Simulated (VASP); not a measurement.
# Mg (P6_3/mmc) in VASP: a series of runs

Runs on Mg. Level: PBE. Tasks: band structure.

Program: VASP 6.6.1. These are calculated values, not measurements. Logs are shortened: lines on timing, memory, paths and dates and some standing lists are left out, and cuts for length are marked.

**1. The crystal as given**

It takes space group P6_3/mmc (No. 194, hexagonal). The conventional cell has a = 3.209 Å, b = 3.209 Å, c = 5.210 Å, α = 90.00°, β = 90.00°, γ = 120.00°. Around Mg (site symmetry -6m2) lie 12 Mg at 3.20 to 3.21 Å.

**2. Band structure, PBE**

POSCAR

```
Mg
1.0
    3.2093000000      0.0000000000      0.0000000000
   -1.6046500000      2.7793353284      0.0000000000
    0.0000000000      0.0000000000      5.2103000000
Mg
2
Direct
    0.6666666667      0.3333333333      0.7500000000
    0.3333333333      0.6666666667      0.2500000000
```

INCAR.step1

```
PREC = Accurate
ENCUT = 600
EDIFF = 1E-6
ISMEAR = -1
SIGMA = 0.05
LREAL = F
LASPH = T
NELM = 60
ALGO = Normal
ISIF = 2
LWAVE = F
LCHARG = T
GGA = PE
```

KPOINTS.step1

```
Automatic mesh
0
Gamma
  10 10 5
```

INCAR.step2

```
PREC = Accurate
ENCUT = 600
EDIFF = 1E-6
ISMEAR = 0
SIGMA = 0.05
LREAL = F
LASPH = T
NELM = 60
ALGO = Normal
ISIF = 2
LWAVE = F
LCHARG = F
GGA = PE
ICHARG = 11
```

KPOINTS.step2

```
path GMKGALHA,LM,KH
20
line-mode
reciprocal
 0.0000000000  0.0000000000  0.0000000000  G
 0.5000000000  0.0000000000  0.0000000000  M

 0.5000000000  0.0000000000  0.0000000000  M
 0.3333333333  0.3333333333  0.0000000000  K

 0.3333333333  0.3333333333  0.0000000000  K
 0.0000000000  0.0000000000  0.0000000000  G

 0.0000000000  0.0000000000  0.0000000000  G
 0.0000000000  0.0000000000  0.5000000000  A

 0.0000000000  0.0000000000  0.5000000000  A
 0.5000000000  0.0000000000  0.5000000000  L

 0.5000000000  0.0000000000  0.5000000000  L
 0.3333333333  0.3333333333  0.5000000000  H

 0.3333333333  0.3333333333  0.5000000000  H
 0.0000000000  0.0000000000  0.5000000000  A

 0.5000000000  0.0000000000  0.5000000000  L
 0.5000000000  0.0000000000  0.0000000000  M

 0.3333333333  0.3333333333  0.0000000000  K
 0.3333333333  0.3333333333  0.5000000000  H
```

Potentials or basis: VASP PAW PBE potentials, release 64 (Mg_sv_GW).

Run with:

```bash
> cat potpaw_PBE.64/Mg_sv_GW/POTCAR > POTCAR
> cp INCAR.step1 INCAR
> cp KPOINTS.step1 KPOINTS
> mpirun -np 1 vasp_std > vasp.out
> cp INCAR.step2 INCAR
> cp KPOINTS.step2 KPOINTS
> mpirun -np 1 vasp_std > vasp.out
```

OUTCAR:

```text
PREC = Accurate
   ENCUT = 600
   EDIFF = 1E-6
   ISMEAR = 0
   LREAL = F
   LASPH = T
   NELM = 60
   ISIF = 2
   GGA = PE
   ICHARG = 11

 ion  position               nearest neighbor table
   1  0.667  0.333  0.750-
   2  0.333  0.667  0.250-

  LATTYP: Found a hexagonal cell.
 ALAT       =     3.2093000000
 C/A-ratio  =     1.6235004518

  Lattice vectors:

 A1 = (   3.2093000000,   0.0000000000,   0.0000000000)
 A2 = (  -1.6046500000,   2.7793353284,   0.0000000000)
 A3 = (   0.0000000000,   0.0000000000,   5.2103000000)

Analysis of symmetry for initial positions (statically):
=====================================================================
 Subroutine PRICEL returns:
 Original cell was already a primitive cell.

 Routine SETGRP: Setting up the symmetry group for a
 hexagonal supercell.

 Subroutine GETGRP returns: Found 24 space group operations
 (whereof 12 operations were pure point group operations)
 out of a pool of 24 trial point group operations.

The static configuration has the point symmetry D_3d.
 The point group associated with its full space group is D_6h.

Analysis of symmetry for dynamics (positions and initial velocities):
=====================================================================
 Subroutine PRICEL returns:
 Original cell was already a primitive cell.

 Routine SETGRP: Setting up the symmetry group for a
 hexagonal supercell.

 Subroutine GETGRP returns: Found 24 space group operations
 (whereof 12 operations were pure point group operations)
 out of a pool of 24 trial point group operations.

The dynamic configuration has the point symmetry D_3d.
 The point group associated with its full space group is D_6h.

 Subroutine INISYM returns: Found 24 space group operations
 (whereof 12 operations are pure point group operations),
 and found     1 'primitive' translations

----------------------------------------------------------------------------------------

                                     Primitive cell

  volume of cell :      46.4744

  direct lattice vectors                    reciprocal lattice vectors
     3.209300000  0.000000000  0.000000000     0.311594429  0.179899127  0.000000000
    -1.604650000  2.779335328  0.000000000     0.000000000  0.359798255  0.000000000
     0.000000000  0.000000000  5.210300000     0.000000000  0.000000000  0.191927528

  length of vectors
     3.209300000  3.209300000  5.210300000     0.359798255  0.359798255  0.191927528

  position of ions in fractional coordinates (direct lattice)
     0.666666667  0.333333333  0.750000000
     0.333333333  0.666666667  0.250000000

  ion indices of the primitive-cell ions
   primitive index   ion index
                 1           1
                 2           2

----------------------------------------------------------------------------------------

 KPOINTS: path GMKGALHA,LM,KH

Interpolating k-points between supplied coordinates.

 Line segments in fractional coordinates (reciprocal lattice):
    0.000000  0.000000  0.000000  ...  0.500000  0.000000  0.000000
    0.500000  0.000000  0.000000  ...  0.333333  0.333333  0.000000
    0.333333  0.333333  0.000000  ...  0.000000  0.000000  0.000000
    0.000000  0.000000  0.000000  ...  0.000000  0.000000  0.500000
    0.000000  0.000000  0.500000  ...  0.500000  0.000000  0.500000
    0.500000  0.000000  0.500000  ...  0.333333  0.333333  0.500000
    0.333333  0.333333  0.500000  ...  0.000000  0.000000  0.500000
    0.500000  0.000000  0.500000  ...  0.500000  0.000000  0.000000
    0.333333  0.333333  0.000000  ...  0.333333  0.333333  0.500000

 Generated    20 points on each line segment, for a total of    180 k-points:

 Following reciprocal coordinates:
            Coordinates               Weight
  0.000000  0.000000  0.000000      0.005556
  0.026316  0.000000  0.000000      0.005556
  0.052632  0.000000  0.000000      0.005556
  0.078947  0.000000  0.000000      0.005556
  0.105263  0.000000  0.000000      0.005556
  0.131579  0.000000  0.000000      0.005556
[... 16 lines left out ...]
  0.482456  0.035088  0.000000      0.005556
  0.473684  0.052632  0.000000      0.005556
 [... further k-points ...]
   k-points           NKPTS =    180   k-points in BZ     NKDIM =    180   number of bands    NBANDS=     14
   number of dos      NEDOS =    301   number of ions     NIONS =      2
   total plane-waves  NPLWV =  32928
   dimension x,y,z NGX =    28 NGY =   28 NGZ =   42
   dimension x,y,z NGXF=    56 NGYF=   56 NGZF=   84
   ions per type =               2
   NGX,Y,Z   is equivalent  to a cutoff of  14.50, 14.50, 13.40 a.u.
   NGXF,Y,Z  is equivalent  to a cutoff of  29.01, 29.01, 26.80 a.u.
 SYSTEM =  unknown system
   PREC   = accura    normal or accurate (medium, high low for compatibility)
   ISTART =      0    job   : 0-new  1-cont  2-samecut
   ICHARG =     11    charge: 1-file 2-atom 10-const
   ISPIN  =      1    spin polarized calculation?
   LNONCOLLINEAR =      F non collinear calculations
   LSORBIT =      F    spin-orbit coupling
   LASPH  =      T    aspherical Exc in radial PAW
   ENCUT  =  600.0 eV  44.10 Ry    6.64 a.u.   6.41  6.41 10.41*2*pi/ulx,y,z
   NELM   =     60;   NELMIN=  2; NELMDL=  0     # of ELM steps
   EDIFF  = 0.1E-05   stopping-criterion for ELM
   LREAL  =      F    real-space projection
   EDIFFG = 0.1E-04   stopping-criterion for IOM
   NSW    =      0    number of steps for IOM
   IBRION =     -1    ionic relax: 0-MD 1-quasi-New 2-CG
   NFREE  =      0    steps in history (QN), initial steepest desc. (CG)
   ISIF   =      2    stress and relaxation
   ISYM   =      2    0-nonsym 1-usesym 2-fastsym
   POTIM  = 0.5000    time-step for ionic-motion
   TEBEG  =    0.0;   TEEND  =   0.0 temperature during run
   PSTRESS=    0.0 pullay stress
   NELECT =      20.0000    total number of electrons
   NUPDOWN=      -1.0000    fix difference up-down
   EMIN   =  10.00;   EMAX   =-10.00  energy-range for DOS
   EFERMI =   0.00;   METHOD = LEGACY
   ISMEAR =     0;   SIGMA  =   0.05  broadening in eV -4-tet -1-fermi 0-gaus
   EFERMI_NEDOS =   21; number of points for ismear=-14 and -15
   IALGO  =     38    algorithm
   IMIX   =      4    mixing-type and parameters
     AMIX     =   0.40;   BMIX     =  1.00
     AMIX_MAG =   1.60;   BMIX_MAG =  1.00
  volume/ion in A,a.u.               =      23.24       156.81
  Fermi-wavevector in a.u.,A,eV,Ry     =   1.235986  2.335675 20.785090  1.527661
  Thomas-Fermi vector in A             =   2.370613
   LORBIT       =      0    0 simple, 1 ext, 2 COOP (PROOUT), +10 PAW based schemes
   GGA     = PE    functional components
   LHFCALC =     F    Hartree Fock is set to
   AEXX    =    0.0000 exact exchange contribution
   IVDW    =     0    specifies the selected vdW correction
   LEPSILON=     F    determine dielectric tensor
   LRPA    =     F    only Hartree local field effects (RPA)
 non-spin polarized calculation
 Gauss-broadening in eV      SIGMA  =   0.05
  energy-cutoff  :      600.00
  volume of cell :       46.47
 maximum number of plane-waves:      1578
 NGX is ok and might be reduce to    28

 number of electron      19.9999994 magnetization

 Free energy of the ion-electron system (eV)
  ---------------------------------------------------
  ext. energy  EPLUGINS =         0.00000000
  ---------------------------------------------------
  free energy    TOTEN  =       -30.67831540 eV

  energy without entropy =      -30.67607253  energy(sigma->0) =      -30.67719397

 E-fermi :   2.7167     XC(G=0):  -8.7132

 val. band max:        2.7135540338   @ k =   0.3333   0.3333   0.2368
 cond. band min:       2.7216786032   @ k =   0.5000   0.0000   0.4474
 fundamental gap:      0.0081245695
 Fermi energy:         2.7167261098

 k-point     1 :       0.0000    0.0000    0.0000
  band No.  band energies     occupation
      1     -72.9609      2.00000
      2     -72.9580      2.00000
      3     -39.7320      2.00000
      4     -39.7068      2.00000
      5     -39.7068      2.00000
      6     -39.7021      2.00000
      7     -39.7021      2.00000
      8     -39.7016      2.00000
      9      -3.8391      2.00000
     10       1.3877      2.00000
     11       1.7959      2.00000
     12      13.9088      0.00000
     13      13.9356      0.00000
     14      14.0093      0.00000

 k-point     2 :       0.0263    0.0000    0.0000
  band No.  band energies     occupation
      1     -72.9609      2.00000
      2     -72.9580      2.00000
      3     -39.7319      2.00000
      4     -39.7070      2.00000
      5     -39.7069      2.00000
      6     -39.7021      2.00000
      7     -39.7021      2.00000
      8     -39.7016      2.00000
      9      -3.8255      2.00000
     10       1.4000      2.00000
     11       1.8091      2.00000
     12      13.3413      0.00000
     13      13.5379      0.00000
     14      14.1460      0.00000

 k-point     3 :       0.0526    0.0000    0.0000
  band No.  band energies     occupation
      1     -72.9609      2.00000
      2     -72.9580      2.00000
      3     -39.7317      2.00000
      4     -39.7075      2.00000
      5     -39.7071      2.00000
      6     -39.7028      2.00000
      7     -39.7021      2.00000
      8     -39.7017      2.00000
      9      -3.7848      2.00000
     10       1.4370      2.00000
     11       1.8487      2.00000
     12      12.5775      0.00000
     13      13.1423      0.00000
     14      13.8958      0.00000
[... 324 lines left out ...]
 k-point    23 :       0.4825    0.0351    0.0000
  band No.  band energies     occupation
      1     -72.9581      2.00000
      2     -72.9572      2.00000
      3     -39.7292      2.00000
      4     -39.7245      2.00000
      5     -39.7192      2.00000
      6     -39.7140      2.00000
      7     -39.7094      2.00000
      8     -39.7069      2.00000
      9       0.9384      2.00000
     10       0.9443      2.00000
     11       5.7052      0.00000
     12       6.0753      0.00000
     13       6.3041      0.00000
     14       6.6777      0.00000

 k-point    24 :       0.4737    0.0526    0.0000
  band No.  band energies     occupation
      1     -72.9581      2.00000
      2     -72.9572      2.00000
      3     -39.7291      2.00000
      4     -39.7244      2.00000
      5     -39.7191      2.00000
      6     -39.7140      2.00000
      7     -39.7095      2.00000
      8     -39.7071      2.00000
      9       0.9601      2.00000
     10       0.9653      2.00000
     11       5.7254      0.00000
     12       6.0964      0.00000
     13       6.3235      0.00000
     14       6.6477      0.00000

 [... further k-points ...]
[... 5 lines left out ...]
  --------------------------------------------------------------------------------------
  -------------------------------------------------------------------------------------
  Total        0.3318687      0.3318687     -0.1749598      0.0000000     -0.0000000      0.0000000
  in kB       11.4409697     11.4409697     -6.0316323      0.0000000     -0.0000000      0.0000000
  external PRESSURE =       5.6167690 kB  Pullay stress =       0.0000000 kB

 VOLUME and BASIS-vectors are now :
 -----------------------------------------------------------------------------
  energy-cutoff  :      600.00
  volume of cell :       46.47
      direct lattice vectors                 reciprocal lattice vectors
     3.209300000  0.000000000  0.000000000     0.311594429  0.179899127  0.000000000
    -1.604650000  2.779335328  0.000000000     0.000000000  0.359798255  0.000000000
     0.000000000  0.000000000  5.210300000     0.000000000  0.000000000  0.191927528

 POSITION                                       TOTAL-FORCE (eV/Angst)
 -----------------------------------------------------------------------------------
      1.60465      0.92645      3.90773        -0.000000      0.000000      0.000000
     -0.00000      1.85289      1.30258         0.000000      0.000000     -0.000000
 -----------------------------------------------------------------------------------
    total drift:                               -0.000000      0.000000      0.000000

  FREE ENERGIE OF THE ION-ELECTRON SYSTEM (eV)
  ---------------------------------------------------
  free  energy   TOTEN  =       -30.6783154042 eV

  energy  without entropy=      -30.6760725328  energy(sigma->0) =      -30.67719397
```

It took 58 s on 1 thread of Intel Xeon Platinum 8488C (Sapphire Rapids), shared host; peak memory 0.26 GiB.

What came out:

| Item | Value |
| --- | --- |
| Band gap along the path | none (metal or under the smearing width) |

Levels at the corners of the path, in eV from the Fermi level:
```
point  band 7  band 8  band 9  band 10  band 11  band 12  band 13  band 14
    Γ  -42.77  -42.77   -6.91    -1.68    -1.27    10.84    10.87    10.94
    M  -42.78  -42.78   -2.15    -2.14     2.62     2.99     3.22     3.63
    M  -42.78  -42.78   -2.15    -2.14     2.62     2.99     3.22     3.63
    K  -42.78  -42.78   -0.63    -0.62    -0.62     4.08     4.08     4.27
    K  -42.78  -42.78   -0.63    -0.62    -0.62     4.08     4.08     4.27
    Γ  -42.77  -42.77   -6.91    -1.68    -1.27    10.84    10.88    10.94
    Γ  -42.77  -42.77   -6.91    -1.68    -1.27    10.84    10.85    10.94
    A  -42.77  -42.77   -5.53    -5.53     4.97     4.97    11.58    11.58
    A  -42.77  -42.77   -5.53    -5.53     4.97     4.97    11.58    11.58
    L  -42.78  -42.78   -1.11    -1.11    -0.48    -0.48     7.96     7.96
    L  -42.78  -42.78   -1.11    -1.11    -0.48    -0.48     7.96     7.96
    H  -42.78  -42.78    0.18     0.18     0.65     0.65     1.49     1.49
    H  -42.78  -42.78    0.18     0.18     0.65     0.65     1.49     1.49
    A  -42.77  -42.77   -5.53    -5.53     4.97     4.97    11.58    11.58
    L  -42.78  -42.78   -1.11    -1.11    -0.48    -0.48     7.96     7.96
    M  -42.78  -42.78   -2.15    -2.14     2.62     2.99     3.22     3.63
    K  -42.78  -42.78   -0.63    -0.62    -0.62     4.08     4.08     4.27
    H  -42.78  -42.78    0.18     0.18     0.65     0.65     1.49     1.49
```

Caveat: the log is that of the step along the path at fixed density, whose energy, stress, charges and moments have no meaning.

**3. Band structure, PBE**

POSCAR is that of step 2.

INCAR.step1 is that of step 2.

KPOINTS.step1 is that of step 2.

INCAR.step2 is that of step 2.

KPOINTS.step2 is that of step 2.

Potentials or basis: VASP PAW PBE potentials, release 64 (Mg_GW).

Run with:

```bash
> cat potpaw_PBE.64/Mg_GW/POTCAR > POTCAR
> cp INCAR.step1 INCAR
> cp KPOINTS.step1 KPOINTS
> mpirun -np 1 vasp_std > vasp.out
> cp INCAR.step2 INCAR
> cp KPOINTS.step2 KPOINTS
> mpirun -np 1 vasp_std > vasp.out
```

Run time: 22 s. Hardware: 1 thread of Intel Xeon Platinum 8488C (Sapphire Rapids), shared host; peak memory 0.21 GiB.

The run converged. Its results:

| Property | Result |
| --- | --- |
| Band gap along the path | none (metal or under the smearing width) |

Levels at the corners of the path, in eV from the Fermi level:
| point | band 1 | band 2 | band 3 | band 4 | band 5 | band 6 |
| --- | --- | --- | --- | --- | --- | --- |
| Γ | -6.91 | -1.69 | -1.27 | 10.84 | 10.88 | 10.91 |
| M | -2.15 | -2.15 | 2.62 | 2.99 | 3.22 | 3.63 |
| M | -2.15 | -2.15 | 2.62 | 2.99 | 3.22 | 3.63 |
| K | -0.63 | -0.62 | -0.62 | 4.08 | 4.08 | 4.26 |
| K | -0.63 | -0.62 | -0.62 | 4.08 | 4.08 | 4.26 |
| Γ | -6.91 | -1.69 | -1.27 | 10.84 | 10.84 | 10.91 |
| Γ | -6.91 | -1.69 | -1.27 | 10.83 | 10.86 | 10.91 |
| A | -5.53 | -5.53 | 4.97 | 4.97 | 11.58 | 11.58 |
| A | -5.53 | -5.53 | 4.97 | 4.97 | 11.58 | 11.58 |
| L | -1.11 | -1.11 | -0.47 | -0.47 | 7.94 | 7.96 |
| L | -1.11 | -1.11 | -0.47 | -0.47 | 7.94 | 7.96 |
| H | 0.18 | 0.18 | 0.65 | 0.65 | 1.49 | 1.49 |
| H | 0.18 | 0.18 | 0.65 | 0.65 | 1.49 | 1.49 |
| A | -5.53 | -5.53 | 4.97 | 4.97 | 11.58 | 11.58 |
| L | -1.11 | -1.11 | -0.47 | -0.47 | 7.94 | 7.95 |
| M | -2.15 | -2.15 | 2.62 | 2.99 | 3.22 | 3.63 |
| K | -0.63 | -0.62 | -0.62 | 4.08 | 4.08 | 4.26 |
| H | 0.18 | 0.18 | 0.65 | 0.65 | 1.49 | 1.49 |

Caveat: the log is that of the step along the path at fixed density, whose energy, stress, charges and moments have no meaning.

**4. For comparison**

An earlier run on the cell as given: functional PBE; potentials or basis VASP PAW PBE potentials, release 64 (Mg); cutoff 520 eV; k mesh 10 × 10 × 5; occupations fermi-dirac, width 0.05 eV; no spin polarisation.

- Pressure: -0.5 GPa
- Band gap on the k mesh: none (metal or under the smearing width)
